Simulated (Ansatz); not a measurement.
The calculation used Ansatz 0.2.0, DFT PBE+D3(BJ), scalar-relativistic, plane waves, PAW. Plane waves to 420 eV, an 8×8×6 mesh through Γ for the 6-atom cell and 0.02 eV Gaussian smearing; no spin polarisation.

Formation energies are uncorrected and count from the elements' standard states at the same level.

**Question.** Give a relaxed trial structure of a monoclinic semiconductor that holds O and 1 more element, with a gap near 2.7 eV, a formation energy near −2.91 eV/atom and about 11 Å³ per atom, in a cell of 6 atoms. Its symmetry should be C2/m (No. 12).

**Answer.** TiO₂, space group C2/m (No. 12). Ti has 3 O at 1.86–1.91 Å and 3 O at 2.06–2.11 Å; around O on its first site lie 1 Ti at 1.86 Å and 2 Ti at 2.06 Å; around O on its second site lie 2 Ti at 1.91 Å and 1 Ti at 2.11 Å.

```cif
data_structure
_symmetry_space_group_name_H-M 'P 1'
_symmetry_Int_Tables_number 1
_cell_length_a 4.7384
_cell_length_b 4.7384
_cell_length_c 5.1603
_cell_angle_alpha 99.484
_cell_angle_beta 99.484
_cell_angle_gamma 36.753
_cell_volume 68.27
loop_
_atom_site_label
_atom_site_type_symbol
_atom_site_fract_x
_atom_site_fract_y
_atom_site_fract_z
_atom_site_occupancy
Ti1 Ti 0.27345 0.27345 0.26237 1
Ti2 Ti 0.72655 0.72655 0.73763 1
O1 O 0.64299 0.64299 0.38116 1
O2 O 0.13899 0.13899 0.88506 1
O3 O 0.35701 0.35701 0.61884 1
O4 O 0.86101 0.86101 0.11494 1
```

The volume per atom is 11.4 Å³ and the density is 3.9 g/cm³. The formation energy is −2.910 eV/atom. The gap on the 8×8×6 mesh of the 6-atom cell is 2.73 eV.

It was reached by relaxing an invented guess, and it needn't be the stable form of this composition. The answer needn't be unique; the calculation gave this one.

Kohn–Sham gaps at this level usually fall short of measured ones. This cell was reached by moving the atoms of another relaxed cell at random and relaxing again, last within the group found; it had no such test of its own.
